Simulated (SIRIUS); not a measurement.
BeS under changes of volume

One of the cells (14.546 Å³/atom); the others are scaled copies at fixed shape and fractional positions:

```
S Be
1.0
     0.00000    2.44106    2.44106
     2.44106    0.00000    2.44106
     2.44106    2.44106    0.00000
S Be
1 1
Cartesian
  3.6616 3.6616 3.6616
  0.0000 0.0000 0.0000
```

```yaml
Program: SIRIUS 7.12.0
Functional: PBEsol
Potentials_or_basis: all-electron FP-LAPW
Cutoff: 192 eV
Basis: apw+lo standard
k_mesh: 9 × 9 × 9
Occupations: fermi-dirac, width 0.05 eV
Spin: no spin polarisation
```

| volume (Å³/atom) | energy over the lowest point (meV/atom) | gap on the mesh (eV) |
| --- | --- | --- |
| 13.405 | 12.20 | 2.89 |
| 13.690 | 4.04 | 2.94 |
| 13.975 | 0.00 | 2.98 |
| 14.546 | 2.59 | 3.07 |
| 14.831 | ? | ? |
| 15.116 | 17.41 | 3.14 |

**Question.** What does the run at 14.831 Å³/atom give?

**Answer.** Energy over the lowest point 8.63 meV/atom; gap on the mesh 3.11 eV.

Worked out: A Birch-Murnaghan fit of order 3 (a polynomial in V^(-2/3)) to the other rows has its minimum at 14.15 Å³/atom with B0 = V·E''(V) = 97 GPa and B' = 3.8. It gives 8.62 meV/atom at 14.831 Å³/atom, against the run's 8.63. A straight line through the other rows of the gap, of slope 2.09 eV per unit of ln V, gives 3.10 eV, against the run's 3.11.

Energies are extrapolated to zero smearing.

Caveats: an odd mesh through Γ misses points on the zone boundary, where band edges often lie.
